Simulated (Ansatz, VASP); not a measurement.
# One calculation of Ge, two programs

Contents of INCAR:

```
PREC = Accurate
ENCUT = 520
EDIFF = 1E-6
ISMEAR = 1
SIGMA = 0.3
LREAL = F
LASPH = T
NELM = 80
ALGO = Normal
ISIF = 2
LWAVE = F
LCHARG = F
GGA = CA
NBANDS = 21
```

KPOINTS

```
Automatic mesh
0
Gamma
  12 12 12
```

The input POSCAR:

```
Ge
1.0
   -2.5744897200      2.5744897200      1.3974126400
    2.5744897200     -2.5744897200      1.3974126400
    2.5744897200      2.5744897200     -1.3974126400
Ge
2
Direct
    0.2500000000      0.7500000000      0.5000000000
    0.5000000000      0.5000000000      0.0000000000
```

Input for Ansatz:

```yaml
crystal:
  lattice:
    - [-2.57448972, 2.57448972, 1.39741264]
    - [2.57448972, -2.57448972, 1.39741264]
    - [2.57448972, 2.57448972, -1.39741264]
  atoms:
    - { symbol: Ge, position: [0.25, 0.75, 0.5] }
    - { symbol: Ge, position: [0.5, 0.5, 0.0] }
kpoints:
  mp_grid:
    grid: [12, 12, 12]
hamiltonian:
  xc: lda
  pseudopotentials:
    kind: paw
scf:
  occupations:
    method: cold
    width: 0.3
output:
  forces: true
  stress: true
```

This isn't the form of Ge at room conditions, which is diamond.

Alike in both runs: task single point; functional LDA; k mesh 12 × 12 × 12; no spin polarisation.

|  | VASP | Ansatz |
| --- | --- | --- |
| version | VASP 6.6.1 | Ansatz 0.2.0 |
| potentials or method | VASP PAW LDA potentials, release 64 (Ge_d) | plane waves, PAW |
| plane-wave cutoff (eV) | 520 | 420 |
| occupations | methfessel-paxton of order 1, width 0.3 eV | cold, width 0.3 eV |
| valence electrons in the cell | 28 | 28 |

|  | VASP | Ansatz | Ansatz less VASP |
| --- | --- | --- | --- |
| pressure (GPa) | -2.6 | -2.7 | -0.03 |
| largest component of the traceless stress (GPa) | 0.85 | 0.91 | +0.068 |
